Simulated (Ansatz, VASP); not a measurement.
**One calculation of Pb, two programs**

File INCAR:

```
SYSTEM = Pb
PREC = Accurate ; ENCUT = 520
EDIFF = 1E-6 ; ISMEAR = 0
SIGMA = 0.15 ; LREAL = .FALSE.
LASPH = .TRUE. ; NELM = 60
ALGO = Fast ; ISIF = 2
LWAVE = .FALSE. ; LCHARG = .FALSE.
NBANDS = 13
```

KPOINTS

```
Automatic mesh
0
G
  9 9 9
  0 0 0
```

POSCAR

```
Pb
1.0
    0.0000000000      2.4584086270      2.4584086270
    2.4584086270      0.0000000000      2.4584086270
    2.4584086270      2.4584086270      0.0000000000
Pb
1
Direct
    0.0000000000      0.0000000000      0.0000000000
```

The input input.yaml:

```yaml
crystal:
  lattice:
    - [0.0, 2.458408627, 2.458408627]
    - [2.458408627, 0.0, 2.458408627]
    - [2.458408627, 2.458408627, 0.0]
  atoms:
    - { symbol: Pb, position: [0.0, 0.0, 0.0] }
kpoints:
  mp_grid: { grid: [9, 9, 9] }
scf:
  occupations: { method: gaussian, width: 0.15 }
hamiltonian:
  xc: lda
  pseudopotentials: { kind: all_electron, lapw: { basis_error: 0.001 } }
output:
  forces: true
  stress: true
  eigenvalues: true
```

Change from the starting cell: volume scaled by 0.98.

Alike in both runs: task single point; functional LDA; k mesh 9 × 9 × 9; occupations gaussian, width 0.15 eV; no spin polarisation.

|  | VASP | Ansatz |
| --- | --- | --- |
| version | VASP 6.6.1 | Ansatz 0.2.0 |
| potentials or method | VASP PAW LDA potentials, release 64 (Pb_d) | all-electron LAPW, scalar-relativistic |
| plane-wave cutoff (eV) | 520 | see its input |

|  | VASP | Ansatz | Ansatz less VASP |
| --- | --- | --- | --- |
| gap on the k mesh at the Fermi level (eV) | none | none | - |
| pressure (GPa) | -1.1 | -1.2 | -0.14 |

A gap of «none» marks a metal or a gap that the smearing closes. Ansatz ran all-electron here, so the differences hold the error of VASP's frozen core and of both bases.

The runs have no spin-orbit coupling, so splittings on Pb are missing.
